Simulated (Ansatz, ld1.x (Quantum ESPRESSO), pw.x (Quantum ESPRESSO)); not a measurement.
## From atom to crystal: PAW potential for zirconium (Zr)

* Element: Zr (Z = 40)
* Generator: ld1.x (Quantum ESPRESSO) 7.5
* Type: PAW
* Functional: PBE
* Relativity: scalar-relativistic
* Frozen core: [Ar] 3d10
* Valence charge: 12
* Reference configuration: 4s2 4p6 4d2 5s0 5p0 (charge +2)
* Partial waves: 4s (bound): rcut 1.70, rcutus 1.85 bohr; 5s (bound, empty): rcut 1.70, rcutus 1.85 bohr; 4p (bound): rcut 2.45, rcutus 2.65 bohr; 5p (bound, empty): rcut 2.45, rcutus 2.65 bohr; 4d (bound): rcut 2.22, rcutus 2.36 bohr; 4d channel at -0.6 Ry: rcut 2.22, rcutus 2.36 bohr
* Local potential: all-electron potential smoothed inside 2.45 bohr (lloc = -1)
* Core correction: Bessel-smoothed model core inside 1.20 bohr
* Augmentation charge: PSQ, inside the norm-conserving radii

Atomic tests: cutoffs needed: 18 Ry and 30 Ry (the cutoffs (Ry, on a coarse ladder) from which the occupation-weighted sum of valence levels, in a spherical-Bessel basis at the reference potential, stays within 10 and 1 mRy of its value at 400 Ry); ghost test: no extra level below or beside the all-electron valence levels (s, p, d, f tested) (spherical-Bessel basis up to 400 Ry, 20 bohr box); configuration tests: 1 of 7 tests not solved or not reliable.

Crystal test: bcc Zr in pw.x 7.5, no spin, 13³ k-points, Fermi–Dirac smearing 0.01 Ry, cutoffs 40/320 Ry. The reference is all-electron LAPW (Ansatz 0.2.0) with the same functional, mesh and smearing; V0 and B0 come from Birch–Murnaghan fits to the pressures at five volumes. Errors are pseudo minus all-electron; Δ is the rms difference of the E(V) curves that follow from these fits, minima aligned, over ±6 % about the mean V0. Mesh and smearing are coarse, so the numbers serve the comparison and aren't converged zero-temperature values; the lattice is a test structure that the element need not adopt.

| V (Å³/atom) | P all-electron (GPa) | P pseudo (GPa) |
| --- | --- | --- |
| 21.920 | 4.41 | 5.16 |
| 22.497 | 1.91 | 2.58 |
| 23.074 | -0.34 | 0.27 |
| 23.651 | -2.37 | -1.80 |
| 24.228 | -4.19 | -3.67 |

All-electron: a0 = 3.582 Å (V0 = 22.98 Å³/atom), B0 = 86.4 GPa.

Pseudopotential: mean pressure error (GPa): +0.62; a0 (Å): 3.591; a0 error (%): +0.24; B0 error (%): +0.2; Δ (meV/atom): 3.1. Atomic configuration tests: 1 of 7 tests not solved or not reliable. The logarithmic derivative shows an extra or strongly shifted pseudo pole above the reference energy (p near 0.79 Ry).

Question: At the middle volume, how do free energy and pressure move when the wave cutoff is lowered (ecutrho held at 320 Ry)?

Answer:

| cutoff (Ry) | shift of F (meV/atom) | shift of P (GPa) |
| --- | --- | --- |
| 18 | +93.0 | -2.30 |
| 24 | +27.1 | -0.43 |
| 32 | +2.9 | -0.12 |

Input at the middle volume:

```
&control
  calculation='scf', prefix='x', pseudo_dir='./', outdir='./tmp', tstress=.true., disk_io='low'
/
&system
  ibrav=0, nat=1, ntyp=1, ecutwfc=40, ecutrho=320, nbnd=14,
  occupations='smearing', smearing='fd', degauss=0.01
/
&electrons
  conv_thr=1e-09, mixing_beta=0.4, electron_maxstep=70
/
ATOMIC_SPECIES
Zr 1.0 Zr.UPF
CELL_PARAMETERS angstrom
  -1.79344322 1.79344322 1.79344322
  1.79344322 -1.79344322 1.79344322
  1.79344322 1.79344322 -1.79344322
ATOMIC_POSITIONS crystal
Zr 0.0000 0.0000 0.0000
K_POINTS automatic
13 13 13 0 0 0
```

```bash
pw.x < Zr.scf.in > Zr.scf.out
```

Lines of the output:

```
Message from routine setup:
     using ibrav=0 with symmetry is DISCOURAGED, use correct ibrav instead
     lattice parameter (alat)  =       5.8701  a.u.
     unit-cell volume          =     155.7111 (a.u.)^3
     number of electrons       =        12.00
     number of Kohn-Sham states=           14
     kinetic-energy cutoff     =      40.0000  Ry
     charge density cutoff     =     320.0000  Ry
     scf convergence threshold =      1.0E-09
     Exchange-correlation= SLA  PW   PBX  PBC
     number of k points=    84  Fermi-Dirac smearing, width (Ry)=  0.0100
     iteration #  1     ecut=    40.00 Ry     beta= 0.40
     total energy              =    -307.09656153 Ry
     estimated scf accuracy    <       3.09376521 Ry
     iteration #  2     ecut=    40.00 Ry     beta= 0.40
     total energy              =    -307.08998588 Ry
     estimated scf accuracy    <       0.38328635 Ry
     iteration #  3     ecut=    40.00 Ry     beta= 0.40
     total energy              =    -307.20774005 Ry
     estimated scf accuracy    <       0.00880504 Ry
     iteration #  4     ecut=    40.00 Ry     beta= 0.40
     total energy              =    -307.21162077 Ry
     estimated scf accuracy    <       0.00175690 Ry
     iteration #  5     ecut=    40.00 Ry     beta= 0.40
     total energy              =    -307.21197499 Ry
     estimated scf accuracy    <       0.00044747 Ry
     iteration #  6     ecut=    40.00 Ry     beta= 0.40
     total energy              =    -307.21209205 Ry
     estimated scf accuracy    <       0.00003054 Ry
     iteration #  7     ecut=    40.00 Ry     beta= 0.40
     total energy              =    -307.21209236 Ry
     estimated scf accuracy    <       0.00000617 Ry
     iteration #  8     ecut=    40.00 Ry     beta= 0.40
     total energy              =    -307.21209327 Ry
     estimated scf accuracy    <       0.00000003 Ry
     iteration #  9     ecut=    40.00 Ry     beta= 0.40
     total energy              =    -307.21209328 Ry
     estimated scf accuracy    <          6.4E-09 Ry
     iteration # 10     ecut=    40.00 Ry     beta= 0.40
     the Fermi energy is    13.6256 ev
!    total energy              =    -307.21209329 Ry
     estimated scf accuracy    <          3.0E-10 Ry
     smearing contrib. (-TS)   =      -0.00844061 Ry
     The total energy is F=E-TS. E is the sum of the following terms:
     one-electron contribution =     -15.16967211 Ry
     hartree contribution      =      15.56584931 Ry
     xc contribution           =     -18.68979747 Ry
     ewald contribution        =     -77.31360309 Ry
     one-center paw contrib.   =    -211.59642931 Ry
     convergence has been achieved in  10 iterations
          total   stress  (Ry/bohr**3)                   (kbar)     P=        2.69
```

The run at the middle volume (84 k-points, 10 iterations) took about 16 s on one core of a shared host (Neoverse-V1, 64 threads, 503 GiB, load 14).
